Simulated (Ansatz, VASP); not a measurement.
# SnSe2 in two plane-wave programs, part 2 of 2

One calculation is typed for both programs; each brings its own data sets. How far apart do they land? Of the first pair: The structure shown is the start of the Ansatz relaxation below; VASP solves that cell, so the two are compared at the walk's first step.

VASP 6.6.1 and Ansatz 0.2.0.

So far: Starting point; Ansatz: relaxation, PBE; VASP: single point, PBE, start cell, pair 1.

### Step 4. Differences

Known differences besides the potentials themselves: Ansatz cuts the interaction across the vacuum, VASP repeats the sheet with a dipole correction; the data sets hold 46 valence electrons in Ansatz (on its default PAW (the set named soft_2) files) and 26 in VASP; the cutoff is 420 eV in Ansatz and 400 eV in VASP. Total energies have different zeros and are not compared.

Forces (eV/Å; atoms numbered as in POSCAR):

| atom | Ansatz x, y, z | VASP x, y, z |
| --- | --- | --- |
| Sn1 | 0.000, 0.000, 0.000 | 0.000, 0.000, 0.000 |
| Se2 | 0.000, 0.000, -0.866 | 0.000, 0.000, -0.883 |
| Se3 | 0.000, 0.000, 0.866 | 0.000, 0.000, 0.883 |

The forces differ by 8.0 meV/Å r.m.s., which is 1.9 % of the r.m.s. force of 0.416 eV/Å (both taken over all components). With vacuum in the cell, a pressure given here is an average over mostly empty space and none of the material.

### Step 5. Ansatz: relaxation, PBE

This run makes the geometry at which the two programs are then compared.

The structure compared here is the end of the Ansatz relaxation.

input.yaml reads:

```yaml
crystal:
  lattice:
    - [3.811, 0.0, 0.0]
    - [-1.9055, 3.30042281, 0.0]
    - [0.0, 0.0, 19.055728]
  atoms:
    - { symbol: Sn, position: [0.0, 0.0, 0.5] }
    - { symbol: Se, position: [0.33333333, 0.66666667, 0.41982127] }
    - { symbol: Se, position: [0.66666667, 0.33333333, 0.58017873] }
  periodic: [true, true, false]
kpoints:
  mp_grid: { grid: [8, 8, 1] }
scf:
  occupations: { method: fermi_dirac, width: 0.05 }
hamiltonian:
  xc: pbe
  pseudopotentials: { kind: paw }
output:
  forces: true
  stress: true
relax:
  f_tol: 0.02
  max_steps: 50
  cell: {}
```

Started as:

```console
> ansatz run input.yaml --threads 4 --pin off --max-ram 8192MiB --backend cpu --events-out ev --progress --plain --runs-dir out
```

Numbers of over 12 decimals in the logs are rounded to 6 here.

What it wrote:

```text
[...]
Crystal: 3 atoms, lattice volume = 376.224 Å³
Basis set: ecut = 420 eV, 7335 PW (Γ), exchange–correlation on 54×54×400 points (8 copies of the dense FFT grid, shifted against one another)
Bands: 28, of which v1, the nominal top of the filled ones, is band 23 counted from 1 (22 counted from 0)
Symmetry: 12 space group operations
[...]
-0.000000      -0.000000       0.000000
  P = ½ c Tr σ = 0.0425 N/m
--- Relaxed structure (4 steps of the walk, 3 accepted, 1 SCFs on fresh bases) ---
[...]
cell:  # Å, volume = 387.0753 Å³
    - [3.865571, 0.0, 0]
    - [-1.932785, 3.347682, 0]
    - [0, 0, 29.911456]
  atoms:
    - { symbol: Sn, position: [0, 0, 0.318536] }
    - { symbol: Se, position: [0.333333, 0.666667, 0.265135] }
    - { symbol: Se, position: [0.666667, 0.333333, 0.371937] }
[key lines of the parts left out:]
SCF converged after 7 iterations
Free energy (F): -16963.384200 eV
Fermi energy:    -5.623784 eV
```

### Step 6. VASP: single point, PBE, relaxed cell, pair 2

The same cell, functional, mesh and smearing now go to VASP, with its own data sets.

INCAR reads:

```
SYSTEM = SnSe2
PREC = Accurate
ENCUT = 400
EDIFF = 1E-06
NELM = 120
ISMEAR = -1
SIGMA = 0.05
LREAL = .FALSE.
ALGO = Normal
GGA = PE
NBANDS = 19
LORBIT = 11
LWAVE = .FALSE.
LCHARG = .FALSE.
ISIF = 2
LDIPOL = .TRUE.
IDIPOL = 3
DIPOL = 0.5 0.5 0.319
LVHAR = .TRUE.
LASPH = .TRUE.
GGA_COMPAT = .FALSE.
EFERMI = MIDGAP
NELMDL = -8
```

POSCAR reads:

```
SnSe2
1.0
    3.8655706540      0.0000000000      0.0000000000
   -1.9327853270      3.3476823865      0.0000000000
    0.0000000000      0.0000000000     29.9114562811
Sn Se
1 2
Direct
    0.0000000000      0.0000000000      0.3185356109
    0.3333333333      0.6666666667      0.2651346863
    0.6666666667      0.3333333333      0.3719365355
```

KPOINTS reads:

```
Automatic mesh
0
Gamma
8 8 1
0 0 0
```

PAW data sets: Sn_d and Se (PBE family, release 64).

Started as:

```console
> mpirun -np 1 vasp_std
```

What it wrote:

```text
[... set-up lines as in an earlier step ...]
 entering main loop
       N       E                     dE             d eps       ncg     rms          rms(c)
DAV:   1     0.162338605184E+03    0.16234E+03   -0.94172E+03   460   0.837E+02
DAV:   2     0.662644349346E+01   -0.15571E+03   -0.15351E+03   510   0.209E+02
DAV:   3    -0.117362531898E+02   -0.18363E+02   -0.18283E+02   492   0.813E+01
DAV:   4    -0.121327914137E+02   -0.39654E+00   -0.39611E+00   528   0.152E+01
[...]
DAV:  21    -0.118620841682E+02   -0.32471E-05   -0.62707E-08   414   0.157E-03    0.170E-04
DAV:  22    -0.118620856642E+02   -0.14960E-05   -0.33209E-08   398   0.659E-04    0.259E-04
DAV:  23    -0.118620865776E+02   -0.91341E-06   -0.10079E-08   364   0.353E-04
   1 F= -.11862087E+02 E0= -.11862059E+02  d E =-.553948E-04
```

Parts of OUTCAR (step 6):

```text
  Total        0.0403574      0.0403574     -0.0297149      0.0000000      0.0000000      0.0000000
  in kB        0.1670468      0.1670468     -0.1229957      0.0000000      0.0000000      0.0000000
  external PRESSURE =       0.0703660 kB  Pullay stress =       0.0000000 kB

 POSITION                                       TOTAL-FORCE (eV/Angst)
 -----------------------------------------------------------------------------------
      0.00000      0.00000      9.52786         0.000000      0.000000      0.000000
     -0.00000      2.23179      7.93056         0.000000      0.000000      0.000358
      1.93279      1.11589     11.12516        -0.000000      0.000000     -0.000358
 -----------------------------------------------------------------------------------
    total drift:                                0.000000      0.000000     -0.000049

  FREE ENERGIE OF THE ION-ELECTRON SYSTEM (eV)
  ---------------------------------------------------
  free  energy   TOTEN  =       -11.8620865776 eV

  energy  without entropy=      -11.8620311828  energy(sigma->0) =      -11.86205888

[... 1 part as in an earlier step ...]

[... 2 further parts left out ...]
[key lines of the parts left out:]
E-fermi :  -3.6137
```

### Step 7. Side by side

What differs besides the data sets and the points named for the pairs above, as far as they apply: the data sets hold 46 valence electrons in Ansatz (on its default PAW (the set named soft_2) files) and 26 in VASP. Total energies have different zeros and are not compared.

The two programs side by side:

| quantity | Ansatz | VASP | difference |
| --- | --- | --- | --- |
| gap on the k mesh (eV) | 0.780 | 0.777 | +0.003 |

At this near-relaxed geometry the largest component of a force difference is 13 meV/Å. A gap on the mesh is an upper bound, since the band edges may lie between its points. With vacuum in the cell, a pressure given here is an average over mostly empty space and none of the material.

### Step 8. Summary of results

```json
{
  "r.m.s. force difference (single point, PBE, start cell, pair 1)": "1.9 % of the r.m.s. force",
  "difference in gap on the k mesh (single point, PBE, relaxed cell, pair 2)": "0.0028 eV"
}
```

In words: The r.m.s. force difference is 1.9 % of the r.m.s. force (single point, PBE, start cell, pair 1), within the 3 % picked in this series as the mark of a large difference. The data sets hold unlike numbers of valence electrons (46 in Ansatz and 26 in VASP), so part of the differences comes from the potentials. Such differences can come from data sets, numerical settings and the points named under the comparisons, not from the functional's error against experiment.

[Lines on the potential files, build, host, timing and source positions are cut from VASP's logs without a mark.]

[Logs are printed without paths, hosts, clocks, repeated set-up lines and the standing remarks that a program may print on its own settings, such as how far it seeks lower states.]

[Hosts, paths, dates, database ids (printed as entryN), source tags and the programs' standing remarks are cut or masked in the printed files.]
